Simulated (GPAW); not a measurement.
CuO:

```xyz
2
Lattice="2.8363 0.0000 0.0000 -1.4182 2.4563 0.0000 0.0000 0.0000 2.7681" Properties=species:S:1:pos:R:3 pbc="T T T"
Cu    0.0000    0.0000    0.0000
O     1.4182    0.8188    1.3841
```

Measurements of this composition are mostly on another form, of space group No. 15.

```yaml
Program: GPAW 26.7.0
Task: relaxation of cell and atoms
Functional: LDA
Potentials_or_basis: the program's PAW data sets (release 1.2.1) made for this functional
Cutoff: 800 eV
Basis: pw
k_mesh: 8 × 8 × 7
Occupations: fermi-dirac, width 0.05 eV
Spin: no spin polarisation
```

At the start: pressure -15.4 GPa; volume 9.64 Å³/atom.

Problem. Where does the relaxation end?

Solution. Over 7 steps the energy falls by 44.2 meV/atom and the volume is 8.93 Å³/atom (-7.4 %); space group P-6m2 (No. 187, to 0.05 Å).

Step by step:
```
step  energy change (eV)  largest force (eV/Å)  pressure (GPa)  volume (Å³)
   1              0.0000                0.0000          -15.41        19.29
   2             -0.0360                0.0000          -12.18        18.91
   3             -0.0837                0.0000            2.68        17.60
   4             -0.0858                0.0000            0.47        17.77
   5             -0.0864                0.0000            0.24        17.79
   6             -0.0884                0.0000           -0.25        17.87
   7             -0.0884                0.0000           -0.06        17.86
```

Final structure:
```
Cu O
1.0
     2.80158    0.00000    0.00000
    -1.40079    2.42624    0.00000
     0.00000    0.00000    2.62711
Cu O
1 1
Cartesian
  0.0000 0.0000 0.0000
  1.4008 0.8087 1.3136
```

Caveat: with this Cu data set, volumes or pressures lay over 1.5 % or 2 GPa off other programs in two to four cells of ten; later steps reuse the first step's grids; an odd number of electrons without spin polarisation forces a metal; a magnetic or distorted state may lie lower; the run has no spin polarisation, though such a crystal can be magnetic.
